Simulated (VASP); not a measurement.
# CoSi (P2_13) in VASP: a series of runs, part 3 of 3

VASP 6.6.1. The steps go on from the part before.

## 4. Relaxation of cell and atoms, PBE

INCAR reads:

```
PREC = Accurate
ENCUT = 300
EDIFF = 1E-6
ISMEAR = 1
SIGMA = 0.1
LREAL = F
LASPH = T
NELM = 80
ALGO = Normal
ISIF = 3
LWAVE = F
LCHARG = F
GGA = PE
IBRION = 2
NSW = 90
EDIFFG = -0.01
KPAR = 4
```

KPOINTS reads:

```
regular mesh
0
Gamma
  4 4 4
```

POSCAR reads:

```
CoSi
1.0
    4.4380000000      0.0000000000      0.0000000000
    0.0000000000      4.4380000000      0.0000000000
    0.0000000000      0.0000000000      4.4380000000
Co Si
4 4
Direct
    0.1400000000      0.1400000000      0.1400000000
    0.3600000000      0.8600000000      0.6400000000
    0.6400000000      0.3600000000      0.8600000000
    0.8600000000      0.6400000000      0.3600000000
    0.8430000000      0.8430000000      0.8430000000
    0.6570000000      0.1570000000      0.3430000000
    0.3430000000      0.6570000000      0.1570000000
    0.1570000000      0.3430000000      0.6570000000
```

Potentials or basis: VASP PAW PBE potentials, release 64 (Co, Si).

On the command line:

```bash
$ cat potpaw_PBE.64/Co/POTCAR potpaw_PBE.64/Si/POTCAR > POTCAR
$ mpirun -np 4 vasp_std > vasp.out
```

OUTCAR:

```text
PREC = Accurate
   ENCUT = 300
   EDIFF = 1E-6
   ISMEAR = 1
   LREAL = F
   LASPH = T
   NELM = 80
   ISIF = 3
   GGA = PE
   IBRION = 2
   NSW = 90
   EDIFFG = -0.01

 ion  position               nearest neighbor table
   1  0.140  0.140  0.140-   5 2.28   6 2.33   7 2.33   8 2.33   7 2.47   8 2.47   6 2.47   2 2.72
                             4 2.72   2 2.72   4 2.72   3 2.72   3 2.72
   2  0.360  0.860  0.640-   6 2.28   5 2.33   7 2.33   8 2.33   7 2.47   8 2.47   5 2.47   1 2.72
                             3 2.72   1 2.72   3 2.72   4 2.72   4 2.72
   3  0.640  0.360  0.860-   7 2.28   6 2.33   5 2.33   8 2.33   8 2.47   6 2.47   5 2.47   4 2.72
                             2 2.72   2 2.72   4 2.72   1 2.72   1 2.72
   4  0.860  0.640  0.360-   8 2.28   6 2.33   7 2.33   5 2.33   6 2.47   5 2.47   7 2.47   3 2.72
                             1 2.72   1 2.72   3 2.72   2 2.72   2 2.72
   5  0.843  0.843  0.843-   1 2.28   2 2.33   3 2.33   4 2.33   3 2.47   4 2.47   2 2.47   6 2.75
                             7 2.75   8 2.75   6 2.75   8 2.75   7 2.75
   6  0.657  0.157  0.343-   2 2.28   1 2.33   3 2.33   4 2.33   3 2.47   4 2.47   1 2.47   8 2.75
                             5 2.75   5 2.75   7 2.75   7 2.75   8 2.75
   7  0.343  0.657  0.157-   3 2.28   2 2.33   1 2.33   4 2.33   4 2.47   2 2.47   1 2.47   8 2.75
                             5 2.75   8 2.75   6 2.75   6 2.75   5 2.75
   8  0.157  0.343  0.657-   4 2.28   2 2.33   3 2.33   1 2.33   2 2.47   1 2.47   3 2.47   7 2.75
                             5 2.75   7 2.75   5 2.75   6 2.75   6 2.75

[... 181 lines left out ...]
  ext. energy  EPLUGINS =         0.00000000
  ---------------------------------------------------
  free energy    TOTEN  =       -54.72073291 eV

  energy without entropy =      -54.72217481  energy(sigma->0) =      -54.72121355

------------------------ aborting loop because EDIFF is reached ----------------------------------------

  FORCE on cell =-STRESS in cart. coord.  units (eV):
  Direction    XX          YY          ZZ          XY          YZ          ZX
  --------------------------------------------------------------------------------------
  -------------------------------------------------------------------------------------
  Total       -0.3196856     -0.3196856     -0.3196856      0.0000000      0.0000000      0.0000000
  in kB       -5.8596510     -5.8596510     -5.8596510      0.0000000      0.0000000      0.0000000
  external PRESSURE =      -5.8596510 kB  Pullay stress =       0.0000000 kB
[... 239 lines left out ...]
--------------------------------------- Ionic step        7  -------------------------------------------

 number of electron      52.0000068 magnetization

 Free energy of the ion-electron system (eV)
  ---------------------------------------------------
  ext. energy  EPLUGINS =         0.00000000
  ---------------------------------------------------
  free energy    TOTEN  =       -54.74356939 eV

  energy without entropy =      -54.74467050  energy(sigma->0) =      -54.74393642

 E-fermi :  12.1225     XC(G=0): -12.8747

 val. band max:       12.1028702873   @ k =   0.5000   0.5000   0.0000
 cond. band min:      12.1329753195   @ k =   0.0000   0.0000   0.0000
 fundamental gap:      0.0301050322
 Fermi energy:        12.1225499552

 k-point     1 :       0.0000    0.0000    0.0000
  band No.  band energies     occupation
      1      -1.5564      2.00000
      2       3.9440      2.00000
      3       3.9440      2.00000
      4       3.9440      2.00000
      5       6.6441      2.00000
      6       6.6441      2.00000
[... 398 lines left out ...]
  FREE ENERGIE OF THE ION-ELECTRON SYSTEM (eV)
  ---------------------------------------------------
  free  energy   TOTEN  =       -54.7435693853 eV

  energy  without entropy=      -54.7446705044  energy(sigma->0) =      -54.74393642

 reached required accuracy - stopping structural energy minimisation
```

OSZICAR:

```text
N       E                     dE             d eps       ncg     rms          rms(c)
DAV:   1     0.261482272981E+03    0.26148E+03   -0.15512E+04   682   0.123E+03
DAV:   2    -0.368261399789E+02   -0.29831E+03   -0.28966E+03   682   0.328E+02
DAV:   3    -0.595041969185E+02   -0.22678E+02   -0.22132E+02   826   0.101E+02
DAV:   4    -0.604538242100E+02   -0.94963E+00   -0.94432E+00   853   0.208E+01
[... 54 lines left out ...]
DAV:   1    -0.547435732571E+02   -0.18891E-03   -0.16203E-02   689   0.744E-01    0.529E-02
DAV:   2    -0.547436162959E+02   -0.43039E-04   -0.10270E-03  1078   0.324E-01    0.496E-02
DAV:   3    -0.547435754088E+02    0.40887E-04   -0.34070E-04   991   0.211E-01    0.197E-02
DAV:   4    -0.547435697380E+02    0.56708E-05   -0.23903E-05   947   0.499E-02    0.419E-03
DAV:   5    -0.547435693853E+02    0.35272E-06   -0.91541E-07   411   0.910E-03
   7 F= -.54743569E+02 E0= -.54743936E+02  d E =-.499743E-03
```

CONTCAR:

```text
CoSi
   1.00000000000000
     4.4292127373363250   -0.0000000000000000    0.0000000000000000
    -0.0000000000000000    4.4292127373363250    0.0000000000000000
     0.0000000000000000    0.0000000000000000    4.4292127373363250
  Co              Si
     4     4
Direct
     0.1450568000084126    0.1450568000084126    0.1450568000084126
     0.3549431999915873    0.8549431999915874    0.6450568000084126
     0.6450568000084126    0.3549431999915873    0.8549431999915874
     0.8549431999915874    0.6450568000084126    0.3549431999915873
     0.8431960897596162    0.8431960897596162    0.8431960897596162
     0.6568039102403838    0.1568039102403838    0.3431960897596162
     0.3431960897596162    0.6568039102403838    0.1568039102403838
     0.1568039102403838    0.3431960897596162    0.6568039102403838

  0.00000000E+00  0.00000000E+00  0.00000000E+00
  0.00000000E+00  0.00000000E+00  0.00000000E+00
  0.00000000E+00  0.00000000E+00  0.00000000E+00
  0.00000000E+00  0.00000000E+00  0.00000000E+00
  0.00000000E+00  0.00000000E+00  0.00000000E+00
  0.00000000E+00  0.00000000E+00  0.00000000E+00
  0.00000000E+00  0.00000000E+00  0.00000000E+00
  0.00000000E+00  0.00000000E+00  0.00000000E+00
```

Wall time 44 s (4 MPI ranks of Intel Xeon Platinum 8259CL at 2.50GHz (Skylake/Cascade Lake), shared host); peak memory 0.15 GiB.

These settings aren't checked as converged: the numbers below hold their error.

What came out:

```
Free energy                            : -54.7436 eV
Relaxed volume                         : 10.86 Å³/atom
Relaxed cell                           : a = 4.429 Å, b = 4.429 Å, c = 4.429 Å, α = 90.00°, β = 90.00°, γ = 90.00°
Space group after relaxing (to 0.05 Å) : P2_13 (No. 198)
Energy gained by relaxing              : 2.9 meV/atom
Ionic steps                            : 7
Largest force after relaxing           : 0.003 eV/Å
Band gap on the k mesh                 : none (metal or under the smearing width)
```

Caveat: the cutoff is under 1.25 times the usual one of these potentials, so pressure, stress and relaxed cells hold a basis-set (Pulay) error.

## 5. Relaxation of cell and atoms, PBE

This run uses another cell than the first one, of 10.86 Å³/atom, 0.994 times its volume.

INCAR, as its differences from that of step 4:

```diff
@@ -2,3 +2,3 @@
 ENCUT = 300
-EDIFF = 1E-6
+EDIFF = 1E-7
 ISMEAR = 1
@@ -15,3 +15,3 @@
 NSW = 90
-EDIFFG = -0.01
+EDIFFG = -0.005
 KPAR = 4
```

KPOINTS is that of step 4.

POSCAR reads:

```
CoSi                                    
1.0
    4.4292127373     -0.0000000000      0.0000000000
   -0.0000000000      4.4292127373      0.0000000000
    0.0000000000      0.0000000000      4.4292127373
  Co              Si            
     4     4
Direct
     0.1450568000084126    0.1450568000084126    0.1450568000084126
     0.3549431999915873    0.8549431999915874    0.6450568000084126
     0.6450568000084126    0.3549431999915873    0.8549431999915874
     0.8549431999915874    0.6450568000084126    0.3549431999915873
     0.8431960897596162    0.8431960897596162    0.8431960897596162
     0.6568039102403838    0.1568039102403838    0.3431960897596162
     0.3431960897596162    0.6568039102403838    0.1568039102403838
     0.1568039102403838    0.3431960897596162    0.6568039102403838
```

On the command line:

```bash
$ cat potpaw_PBE.64/Co/POTCAR potpaw_PBE.64/Si/POTCAR > POTCAR
$ mpirun -np 4 vasp_std > vasp.out
```

It took 22 s on 4 MPI ranks of Intel Xeon Platinum 8259CL at 2.50GHz (Skylake/Cascade Lake), shared host; peak memory 0.15 GiB.

These settings aren't checked as converged: the numbers below hold their error.

Results:

| Quantity | Value |
| --- | --- |
| Free energy | -54.7429 eV |
| Relaxed volume | 10.86 Å³/atom |
| Relaxed cell | a = 4.428 Å, b = 4.428 Å, c = 4.428 Å, α = 90.00°, β = 90.00°, γ = 90.00° |
| Space group after relaxing (to 0.05 Å) | P2_13 (No. 198) |
| Energy gained by relaxing | 0.0 meV/atom |
| Ionic steps | 3 |
| Largest force after relaxing | 0.004 eV/Å |
| Band gap on the k mesh | none (metal or under the smearing width) |

Caveat: the cutoff is under 1.25 times the usual one of these potentials, so pressure, stress and relaxed cells hold a basis-set (Pulay) error.

## 6. Relaxation of cell and atoms, PBEsol

INCAR reads:

```
PREC = Accurate ; ENCUT = 600
EDIFF = 1E-6 ; ISMEAR = 1
SIGMA = 0.1 ; LREAL = False
LASPH = True ; NELM = 80
ALGO = Normal ; ISIF = 3
LWAVE = False ; LCHARG = False
GGA = PS ; IBRION = 2
NSW = 90 ; EDIFFG = -0.01
KPAR = 4
```

KPOINTS reads:

```
regular mesh
0
Gamma
  8 8 8
```

POSCAR reads:

```
CoSi
1.0
    4.4380000000      0.0000000000      0.0000000000
    0.0000000000      4.4380000000      0.0000000000
    0.0000000000      0.0000000000      4.4380000000
Co Si
4 4
Direct
    0.1400000000      0.1400000000      0.1400000000
    0.3600000000      0.8600000000      0.6400000000
    0.6400000000      0.3600000000      0.8600000000
    0.8600000000      0.6400000000      0.3600000000
    0.8430000000      0.8430000000      0.8430000000
    0.6570000000      0.1570000000      0.3430000000
    0.3430000000      0.6570000000      0.1570000000
    0.1570000000      0.3430000000      0.6570000000
```

Potentials or basis: VASP PAW PBE potentials, release 64 (Co, Si).

On the command line:

```bash
$ cat potpaw_PBE.64/Co/POTCAR potpaw_PBE.64/Si/POTCAR > POTCAR
$ mpirun -np 4 vasp_std > vasp.out
```

Run time: 2.4 min. Hardware: 4 MPI ranks of AMD EPYC 9R45 (Zen 5), shared host; peak memory 0.27 GiB.

It converged, with:

| Property | Result |
| --- | --- |
| Free energy | -59.8244 eV |
| Relaxed volume | 10.55 Å³/atom |
| Relaxed cell | a = 4.387 Å, b = 4.387 Å, c = 4.387 Å, α = 90.00°, β = 90.00°, γ = 90.00° |
| Space group after relaxing (to 0.05 Å) | P2_13 (No. 198) |
| Energy gained by relaxing | 11.6 meV/atom |
| Ionic steps | 10 |
| Pressure after relaxing | 0.0 GPa |
| Band gap on the k mesh | none (metal or under the smearing width) |

The path:
```
step  energy change (eV)  largest force (eV/Å)  pressure (GPa)  volume (Å³)
   1              0.0000                0.2447           -7.07        87.41
   2              0.0241                0.4059           10.31        81.45
   3             -0.0678                0.3234            0.34        84.58
   4             -0.0830                0.2030            0.37        84.49
   5             -0.0926                0.0482            0.38        84.35
   6             -0.0927                0.0492            0.25        84.33
   7             -0.0928                0.0049           -0.51        84.57
   8             -0.0929                0.0252           -0.23        84.46
   9             -0.0930                0.0127            0.03        84.38
  10             -0.0930                0.0016           -0.01        84.41
```

Final structure:
```
Co Si
1.0
     4.38658    0.00000    0.00000
     0.00000    4.38658    0.00000
     0.00000    0.00000    4.38658
Co Si
4 4
Direct
  0.14575 0.14575 0.14575
  0.35425 0.85425 0.64575
  0.64575 0.35425 0.85425
  0.85425 0.64575 0.35425
  0.84333 0.84333 0.84333
  0.65667 0.15667 0.34333
  0.34333 0.65667 0.15667
  0.15667 0.34333 0.65667
```

Levels at points of the mesh, in eV from the Fermi level:
| k point | band 24 | band 25 | band 26 | band 27 | band 28 | band 29 |
| --- | --- | --- | --- | --- | --- | --- |
| (0.00, 0.00, 0.00) | -0.80 | 0.01 | 0.01 | 0.01 | 2.67 | 2.67 |
| (0.50, 0.00, 0.00) | -0.66 | -0.49 | -0.49 | 1.06 | 1.06 | 1.61 |
| (0.50, 0.50, 0.00) | -1.02 | -0.03 | -0.03 | 0.64 | 0.64 | 2.14 |
| (0.50, 0.50, 0.50) | -1.26 | -0.22 | -0.22 | -0.22 | -0.22 | 5.64 |

Caveat: the PAW data sets were made with another functional, which shifts forces and pressure a little. Spin polarisation is off, so any magnetic state and its effect on volume and gap are missing.
